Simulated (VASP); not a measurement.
Input of a VASP 6.6.1 run:

File INCAR:

```
  PREC = Accurate
  ENCUT = 520
  EDIFF = 1E-8
  ISMEAR = 0
  SIGMA = 0.02
  LREAL = F
  LASPH = T
  NELM = 80
  ALGO = Normal
  ISIF = 2
  LWAVE = F
  LCHARG = F
  GGA = CA
  LEPSILON = T
  KPAR = 4
```

Contents of KPOINTS:

```
regular mesh
0
Gamma
  6 6 4
```

Contents of POSCAR:

```
SiO2
1.0
    4.9755888200      0.0000000000      0.0000000000
    0.0000000000      4.9755888200      0.0000000000
    0.0000000000      0.0000000000      6.9008894400
Si O
4 8
Direct
    0.8032465600      0.8032465600      0.5000000000
    0.6967534400      0.3032465600      0.2500000000
    0.3032465600      0.6967534400      0.7500000000
    0.1967534400      0.1967534400      0.0000000000
    0.7617576300      0.1103870700      0.4320415600
    0.8896129300      0.2382423700      0.0679584400
    0.1103870700      0.7617576300      0.5679584400
    0.2617576300      0.3896129300      0.8179584400
    0.2382423700      0.8896129300      0.9320415600
    0.7382423700      0.6103870700      0.3179584400
    0.3896129300      0.2617576300      0.1820415600
    0.6103870700      0.7382423700      0.6820415600
```

Potentials or basis: VASP PAW LDA potentials, release 64 (Si, O).

Command:

```sh
$ cat potpaw_LDA.64/Si/POTCAR potpaw_LDA.64/O/POTCAR > POTCAR
$ mpirun -np 4 vasp_std > vasp.out
```

Q: Estimate the electronic dielectric tensor (diagonal).

A: 2.31, 2.31, 2.29.

Q: Estimate the Born charges (mean of the diagonal).

A: Si +3.31; O -1.65 e.

Q: Estimate the band gap on the k mesh.

A: 5.49 eV, direct.

Electronic dielectric tensor:
```
2.31 0.00 0.00
0.00 2.31 0.00
0.00 0.00 2.29
```

A k mesh can miss the band edges.
